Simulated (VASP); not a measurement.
# WS2 in VASP: a series of runs

Runs on WS2. Level: LDA. Tasks: equation of state.

Program: VASP 6.6.1. These are calculated values, not measurements. Logs are shortened: lines on timing, memory, paths and dates and some standing lists are left out, and cuts for length are marked.

**1. The slab as given**

The cell holds a slab with vacuum, 12 atoms: a = 3.129 Å, b = 3.129 Å, c = 33.049 Å, α = 90.00°, β = 90.00°, γ = 120.00°.

**2. Equation of state, LDA, 22.42 Å³/atom (a relaxed cell with its volume scaled by 0.96)**

The input, INCAR:

```
SYSTEM = WS2
ALGO = Normal ; EDIFF = 1E-6
ENCUT = 520 ; GGA = CA
ISIF = 2 ; ISMEAR = 0
KPAR = 4 ; LASPH = .TRUE.
LCHARG = .FALSE. ; LREAL = .FALSE.
LWAVE = .FALSE. ; NELM = 60
PREC = Accurate ; SIGMA = 0.02
```

The input, KPOINTS:

```
k-points
0
G
  8 8 1
  0 0 0
```

The input, POSCAR:

```
WS2                                     
1.0
    3.0868623721     -0.0000000000      0.0000000000
   -1.5434311860      2.6733012322     -0.0000000000
    0.0000000000     -0.0000000000     32.6028086482
  W               S             
     4     8
Direct
     0.3333333332999970    0.6666666667000030    0.5922930194392184
     0.3333333332999970    0.6666666667000030    0.2242584242918497
     0.6666666667000030    0.3333333332999970    0.7757415757081502
     0.6666666667000030    0.3333333332999970    0.4077069805607819
     0.3333333332999970    0.6666666667000030    0.8229787963189552
     0.3333333332999970    0.6666666667000030    0.4550154090861566
     0.6666666667000030    0.3333333332999970    0.6396052054121900
     0.6666666667000030    0.3333333332999970    0.2715708050741530
     0.3333333332999970    0.6666666667000030    0.7284291949258469
     0.3333333332999970    0.6666666667000030    0.3603947945878099
     0.6666666667000030    0.3333333332999970    0.5449845909138434
     0.6666666667000030    0.3333333332999970    0.1770212036810449
```

Potentials or basis: VASP PAW LDA potentials, release 64 (W_sv, S).

Started as:

```console
cat potpaw_LDA.64/W_sv/POTCAR potpaw_LDA.64/S/POTCAR > POTCAR
mpirun -np 4 vasp_std > vasp.out
```

OUTCAR:

```text
SYSTEM = WS2
   EDIFF = 1E-6
   ENCUT = 520
   GGA = CA
   ISIF = 2
   ISMEAR = 0
   LASPH = .TRUE.
   LREAL = .FALSE.
   NELM = 60
   PREC = Accurate

 ion  position               nearest neighbor table
   1  0.333  0.667  0.592-  11 2.36  11 2.36  11 2.36   7 2.36   7 2.36   7 2.36
   2  0.333  0.667  0.224-  12 2.36  12 2.36  12 2.36   8 2.36   8 2.36   8 2.36
   3  0.667  0.333  0.776-   5 2.36   5 2.36   5 2.36   9 2.36   9 2.36   9 2.36
   4  0.667  0.333  0.408-   6 2.36   6 2.36   6 2.36  10 2.36  10 2.36  10 2.36
   5  0.333  0.667  0.823-   3 2.36   3 2.36   3 2.36
   6  0.333  0.667  0.455-   4 2.36   4 2.36   4 2.36
   7  0.667  0.333  0.640-   1 2.36   1 2.36   1 2.36
   8  0.667  0.333  0.272-   2 2.36   2 2.36   2 2.36
   9  0.333  0.667  0.728-   3 2.36   3 2.36   3 2.36
  10  0.333  0.667  0.360-   4 2.36   4 2.36   4 2.36
  11  0.667  0.333  0.545-   1 2.36   1 2.36   1 2.36
  12  0.667  0.333  0.177-   2 2.36   2 2.36   2 2.36

  LATTYP: Found a hexagonal cell.
 ALAT       =     3.0868623721
 C/A-ratio  =    10.5617953502

  Lattice vectors:

 A1 = (   3.0868623721,   0.0000000000,   0.0000000000)
 A2 = (  -1.5434311860,   2.6733012322,   0.0000000000)
 A3 = (   0.0000000000,   0.0000000000,  32.6028086482)

Analysis of symmetry for initial positions (statically):
=====================================================================
 Subroutine PRICEL returns:
 Original cell was already a primitive cell.

 Routine SETGRP: Setting up the symmetry group for a
 hexagonal supercell.

 Subroutine GETGRP returns: Found 12 space group operations
 (whereof 12 operations were pure point group operations)
 out of a pool of 24 trial point group operations.

The static configuration has the point symmetry D_3d.

Analysis of symmetry for dynamics (positions and initial velocities):
=====================================================================
 Subroutine PRICEL returns:
 Original cell was already a primitive cell.

 Routine SETGRP: Setting up the symmetry group for a
 hexagonal supercell.

 Subroutine GETGRP returns: Found 12 space group operations
 (whereof 12 operations were pure point group operations)
 out of a pool of 24 trial point group operations.

The dynamic configuration has the point symmetry D_3d.

 Subroutine INISYM returns: Found 12 space group operations
 (whereof 12 operations are pure point group operations),
 and found     1 'primitive' translations

----------------------------------------------------------------------------------------

                                     Primitive cell

  volume of cell :     269.0421

  direct lattice vectors                    reciprocal lattice vectors
     3.086862372  0.000000000  0.000000000     0.323953542  0.187034665  0.000000000
    -1.543431186  2.673301232  0.000000000     0.000000000  0.374069330  0.000000000
     0.000000000  0.000000000 32.602808648     0.000000000  0.000000000  0.030672204

  length of vectors
     3.086862372  3.086862372 32.602808648     0.374069330  0.374069330  0.030672204

  position of ions in fractional coordinates (direct lattice)
     0.333333333  0.666666667  0.592293019
     0.333333333  0.666666667  0.224258424
     0.666666667  0.333333333  0.775741576
     0.666666667  0.333333333  0.407706981
     0.333333333  0.666666667  0.822978796
     0.333333333  0.666666667  0.455015409
     0.666666667  0.333333333  0.639605205
     0.666666667  0.333333333  0.271570805
     0.333333333  0.666666667  0.728429195
     0.333333333  0.666666667  0.360394795
     0.666666667  0.333333333  0.544984591
     0.666666667  0.333333333  0.177021204

  ion indices of the primitive-cell ions
   primitive index   ion index
                 1           1
                 2           2
                 3           3
                 4           4
                 5           5
                 6           6
                 7           7
                 8           8
                 9           9
                10          10
                11          11
                12          12

----------------------------------------------------------------------------------------

 KPOINTS: k-points

Automatic generation of k-mesh.
 Grid dimensions read from file:
 generate k-points for:    8    8    1

 Generating k-lattice:

  Cartesian coordinates                     Fractional coordinates (reciprocal lattice)
     0.040494193  0.023379333  0.000000000     0.125000000  0.000000000  0.000000000
     0.000000000  0.046758666  0.000000000     0.000000000  0.125000000  0.000000000
     0.000000000  0.000000000  0.030672204     0.000000000  0.000000000  1.000000000

  Length of vectors
     0.046758666  0.046758666  0.030672204

  Shift w.r.t. Gamma in fractional coordinates (k-lattice)
     0.000000000  0.000000000  0.000000000

 Subroutine IBZKPT returns following result:
 ===========================================

 Found     10 irreducible k-points:

 Following reciprocal coordinates:
            Coordinates               Weight
  0.000000  0.000000  0.000000      1.000000
  0.125000  0.000000  0.000000      6.000000
  0.250000  0.000000  0.000000      6.000000
  0.375000  0.000000  0.000000      6.000000
  0.500000  0.000000  0.000000      3.000000
  0.125000  0.125000  0.000000      6.000000
  0.250000  0.125000  0.000000     12.000000
  0.375000  0.125000  0.000000     12.000000
  0.250000  0.250000  0.000000      6.000000
  0.375000  0.250000  0.000000      6.000000
   k-points           NKPTS =     10   k-points in BZ     NKDIM =     10   number of bands    NBANDS=     62
   number of dos      NEDOS =    301   number of ions     NIONS =     12
   total plane-waves  NPLWV = 144000
   dimension x,y,z NGX =    24 NGY =   24 NGZ =  250
   dimension x,y,z NGXF=    48 NGYF=   48 NGZF=  500
   ions per type =               4   8
   NGX,Y,Z   is equivalent  to a cutoff of  12.93, 12.93, 12.75 a.u.
   NGXF,Y,Z  is equivalent  to a cutoff of  25.85, 25.85, 25.50 a.u.
 SYSTEM =  WS2
   PREC   = accura    normal or accurate (medium, high low for compatibility)
   ISTART =      0    job   : 0-new  1-cont  2-samecut
   ICHARG =      2    charge: 1-file 2-atom 10-const
   ISPIN  =      1    spin polarized calculation?
   LNONCOLLINEAR =      F non collinear calculations
   LSORBIT =      F    spin-orbit coupling
   LASPH  =      T    aspherical Exc in radial PAW
   ENCUT  =  520.0 eV  38.22 Ry    6.18 a.u.   5.74  5.74 60.62*2*pi/ulx,y,z
   NELM   =     60;   NELMIN=  2; NELMDL= -5     # of ELM steps
   EDIFF  = 0.1E-05   stopping-criterion for ELM
   LREAL  =      F    real-space projection
   EDIFFG = 0.1E-04   stopping-criterion for IOM
   NSW    =      0    number of steps for IOM
   IBRION =     -1    ionic relax: 0-MD 1-quasi-New 2-CG
   NFREE  =      0    steps in history (QN), initial steepest desc. (CG)
   ISIF   =      2    stress and relaxation
   ISYM   =      2    0-nonsym 1-usesym 2-fastsym
   POTIM  = 0.5000    time-step for ionic-motion
   TEBEG  =    0.0;   TEEND  =   0.0 temperature during run
   PSTRESS=    0.0 pullay stress
   NELECT =     104.0000    total number of electrons
   NUPDOWN=      -1.0000    fix difference up-down
   EMIN   =  10.00;   EMAX   =-10.00  energy-range for DOS
   EFERMI =   0.00;   METHOD = LEGACY
   ISMEAR =     0;   SIGMA  =   0.02  broadening in eV -4-tet -1-fermi 0-gaus
   EFERMI_NEDOS =   21; number of points for ismear=-14 and -15
   IALGO  =     38    algorithm
   IMIX   =      4    mixing-type and parameters
     AMIX     =   0.40;   BMIX     =  1.00
     AMIX_MAG =   1.60;   BMIX_MAG =  1.00
  volume/ion in A,a.u.               =      22.42       151.30
  Fermi-wavevector in a.u.,A,eV,Ry     =   1.192557  2.253606 19.350106  1.422193
  Thomas-Fermi vector in A             =   2.328593
   LORBIT       =      0    0 simple, 1 ext, 2 COOP (PROOUT), +10 PAW based schemes
   GGA     = CA    functional components
   LHFCALC =     F    Hartree Fock is set to
   AEXX    =    0.0000 exact exchange contribution
   IVDW    =     0    specifies the selected vdW correction
   LEPSILON=     F    determine dielectric tensor
   LRPA    =     F    only Hartree local field effects (RPA)
 non-spin polarized calculation
 Gauss-broadening in eV      SIGMA  =   0.02
  energy-cutoff  :      520.00
  volume of cell :      269.04
 maximum number of plane-waves:      7292
 NGX is ok and might be reduce to    24
   NGX = 11   NGY = 11   NGZ =121

 number of electron     104.0000004 magnetization

 Free energy of the ion-electron system (eV)
  ---------------------------------------------------
  ext. energy  EPLUGINS =         0.00000000
  ---------------------------------------------------
  free energy    TOTEN  =      -104.73943942 eV

  energy without entropy =     -104.73943942  energy(sigma->0) =     -104.73943942

 E-fermi :   4.8205     XC(G=0):  -8.8700

 val. band max:        4.7029035723   @ k =   0.0000   0.0000   0.0000
 cond. band min:       5.8311295193   @ k =   0.2500   0.1250   0.0000
 fundamental gap:      1.1282259470
 Fermi energy:         4.8204688817

 k-point     1 :       0.0000    0.0000    0.0000
  band No.  band energies     occupation
      1     -69.3565      2.00000
      2     -69.3565      2.00000
      3     -69.3516      2.00000
      4     -69.3516      2.00000
      5     -33.9739      2.00000
      6     -33.9738      2.00000
[... 54 lines left out ...]
     61       7.3047      0.00000
     62       7.3222      0.00000

 k-point     2 :       0.1250    0.0000    0.0000
  band No.  band energies     occupation
      1     -69.3525      2.00000
      2     -69.3525      2.00000
      3     -69.3476      2.00000
      4     -69.3476      2.00000
      5     -33.9604      2.00000
      6     -33.9604      2.00000
[... 519 lines left out ...]
      6     -34.1035      2.00000
[... 54 lines left out ...]
     61       8.0662      0.00000
     62       8.1939      0.00000

------------------------ aborting loop because EDIFF is reached ----------------------------------------

  FORCE on cell =-STRESS in cart. coord.  units (eV):
  Direction    XX          YY          ZZ          XY          YZ          ZX
  --------------------------------------------------------------------------------------
  -------------------------------------------------------------------------------------
  Total        9.5386382      9.5386382     10.3584747      0.0000000      0.0000000      0.0000000
  in kB       56.8037199     56.8037199     61.6859432      0.0000000      0.0000000      0.0000000
  external PRESSURE =      58.4311277 kB  Pullay stress =       0.0000000 kB

 VOLUME and BASIS-vectors are now :
 -----------------------------------------------------------------------------
  energy-cutoff  :      520.00
  volume of cell :      269.04
      direct lattice vectors                 reciprocal lattice vectors
     3.086862372  0.000000000  0.000000000     0.323953542  0.187034665  0.000000000
    -1.543431186  2.673301232  0.000000000     0.000000000  0.374069330  0.000000000
     0.000000000  0.000000000 32.602808648     0.000000000  0.000000000  0.030672204

 POSITION                                       TOTAL-FORCE (eV/Angst)
 -----------------------------------------------------------------------------------
     -0.00000      1.78220     19.31042         0.000000     -0.000000     -0.003564
     -0.00000      1.78220      7.31145        -0.000000      0.000000     -0.010105
      1.54343      0.89110     25.29135         0.000000      0.000000      0.010105
      1.54343      0.89110     13.29239        -0.000000      0.000000      0.003564
     -0.00000      1.78220     26.83142        -0.000000      0.000000      0.820339
     -0.00000      1.78220     14.83478         0.000000      0.000000      0.795316
      1.54343      0.89110     20.85293         0.000000     -0.000000      0.780259
      1.54343      0.89110      8.85397         0.000000     -0.000000      0.786633
     -0.00000      1.78220     23.74884        -0.000000      0.000000     -0.786633
     -0.00000      1.78220     11.74988        -0.000000      0.000000     -0.780259
      1.54343      0.89110     17.76803        -0.000000     -0.000000     -0.795316
      1.54343      0.89110      5.77139         0.000000     -0.000000     -0.820339
 -----------------------------------------------------------------------------------
    total drift:                                0.000000     -0.000000      0.000000

  FREE ENERGIE OF THE ION-ELECTRON SYSTEM (eV)
  ---------------------------------------------------
  free  energy   TOTEN  =      -104.7394394176 eV

  energy  without entropy=     -104.7394394176  energy(sigma->0) =     -104.73943942
```

It took 38 s on 4 MPI ranks of Intel Xeon 6975P-C (Granite Rapids), shared host; peak memory 0.36 GiB.

What came out:

```
Free energy            : -104.7394 eV
Largest force          : 0.820 eV/Å
Band gap on the k mesh : 1.13 eV, indirect (least direct gap 2.44 eV)
```

Caveat: spin-orbit coupling is left out, which moves the levels of the heavy elements.

**3. Equation of state, LDA, 22.89 Å³/atom (a relaxed cell with its volume scaled by 0.98)**

INCAR is that of step 2.

KPOINTS is that of step 2.

Edit POSCAR of step 2 so:

```diff
@@ -2,5 +2,5 @@
 1.0
-    3.0868623721     -0.0000000000      0.0000000000
-   -1.5434311860      2.6733012322     -0.0000000000
-    0.0000000000     -0.0000000000     32.6028086482
+    3.1081517508     -0.0000000000      0.0000000000
+   -1.5540758754      2.6917383751     -0.0000000000
+    0.0000000000     -0.0000000000     32.8276627098
   W               S
```

Potentials or basis: VASP PAW LDA potentials, release 64 (W_sv, S).

Started as:

```console
cat potpaw_LDA.64/W_sv/POTCAR potpaw_LDA.64/S/POTCAR > POTCAR
mpirun -np 4 vasp_std > vasp.out
```

It took 44 s on 4 MPI ranks of Intel Xeon 6975P-C (Granite Rapids), shared host; peak memory 0.36 GiB.

It converged, with:

```yaml
Free_energy: -104.8910 eV
Largest_force: 0.395 eV/Å
Band_gap_on_the_k_mesh: 1.15 eV, indirect (least direct gap 2.41 eV)
```

Caveat: spin-orbit coupling is left out, which moves the levels of the heavy elements.

**4. Equation of state, LDA, 23.35 Å³/atom**

INCAR is that of step 3.

KPOINTS is that of step 3.

Edit POSCAR of step 3 so:

```diff
@@ -2,5 +2,5 @@
 1.0
-    3.1081517508     -0.0000000000      0.0000000000
-   -1.5540758754      2.6917383751     -0.0000000000
-    0.0000000000     -0.0000000000     32.8276627098
+    3.1291534132     -0.0000000000      0.0000000000
+   -1.5645767066      2.7099263482     -0.0000000000
+    0.0000000000     -0.0000000000     33.0494779702
   W               S
```

Started as:

```console
cat potpaw_LDA.64/W_sv/POTCAR potpaw_LDA.64/S/POTCAR > POTCAR
mpirun -np 4 vasp_std > vasp.out
```

Run time: 39 s. Hardware: 4 MPI ranks of Intel Xeon 6975P-C (Granite Rapids), shared host; peak memory 0.36 GiB.

Results (log left out):

| Property | Result |
| --- | --- |
| Free energy | -104.9399 eV |
| Largest force | 0.007 eV/Å |
| Band gap on the k mesh | 1.16 eV, indirect (least direct gap 2.35 eV) |

Caveat: spin-orbit coupling is left out, which moves the levels of the heavy elements.

**5. Equation of state, LDA, 23.82 Å³/atom (a relaxed cell with its volume scaled by 1.02)**

INCAR is that of step 4.

KPOINTS is that of step 4.

Edit POSCAR of step 4 so:

```diff
@@ -2,5 +2,5 @@
 1.0
-    3.1291534132     -0.0000000000      0.0000000000
-   -1.5645767066      2.7099263482     -0.0000000000
-    0.0000000000     -0.0000000000     33.0494779702
+    3.1498768875     -0.0000000000      0.0000000000
+   -1.5749384437      2.7278734034     -0.0000000000
+    0.0000000000     -0.0000000000     33.2683550639
   W               S
```

Started as:

```console
cat potpaw_LDA.64/W_sv/POTCAR potpaw_LDA.64/S/POTCAR > POTCAR
mpirun -np 4 vasp_std > vasp.out
```

Run time: 44 s. Hardware: 4 MPI ranks of Intel Xeon 6975P-C (Granite Rapids), shared host; peak memory 0.36 GiB.

It converged, with:

```
Free energy            : -104.8966 eV
Largest force          : 0.363 eV/Å
Band gap on the k mesh : 1.17 eV, indirect (least direct gap 2.29 eV)
```

Caveat: spin-orbit coupling is left out, which moves the levels of the heavy elements.

**6. Equation of state, LDA, 24.29 Å³/atom (a relaxed cell with its volume scaled by 1.04)**

INCAR is that of step 5.

KPOINTS is that of step 5.

Edit POSCAR of step 5 so:

```diff
@@ -2,5 +2,5 @@
 1.0
-    3.1498768875     -0.0000000000      0.0000000000
-   -1.5749384437      2.7278734034     -0.0000000000
-    0.0000000000     -0.0000000000     33.2683550639
+    3.1703312066     -0.0000000000      0.0000000000
+   -1.5851656033      2.7455873634     -0.0000000000
+    0.0000000000     -0.0000000000     33.4843893968
   W               S
```

Potentials or basis: VASP PAW LDA potentials, release 64 (W_sv, S).

Started as:

```console
cat potpaw_LDA.64/W_sv/POTCAR potpaw_LDA.64/S/POTCAR > POTCAR
mpirun -np 4 vasp_std > vasp.out
```

It took 45 s on 4 MPI ranks of Intel Xeon 6975P-C (Granite Rapids), shared host; peak memory 0.37 GiB.

The run converged. Its results:

```yaml
Free_energy: -104.7704 eV
Largest_force: 0.700 eV/Å
Band_gap_on_the_k_mesh: 1.19 eV, indirect (least direct gap 2.23 eV)
```

Caveat: spin-orbit coupling is left out, which moves the levels of the heavy elements.

**7. Equation of state, LDA**

No new run: the results of the series are fitted here.

Results:

```yaml
Equilibrium_volume: 23.36 Å³/atom
Bulk_modulus_at_fixed_shape_and_positions: 132 GPa
Pressure_derivative_of_the_bulk_modulus: "4.4 (rough: it moves with the points fitted)"
```

Energy against volume, from the lowest point:
| volume (Å³/atom) | energy (meV/atom) |
| --- | --- |
| 22.420 | 16.71 |
| 22.887 | 4.07 |
| 23.354 | 0.00 |
| 23.821 | 3.61 |
| 24.289 | 14.13 |

Caveat: the cell was scaled at fixed shape and fractional positions, which overstates the stiffness of a crystal with free parameters, most of all of layers and chains. Spin-orbit coupling is left out, which matters for the levels of W.
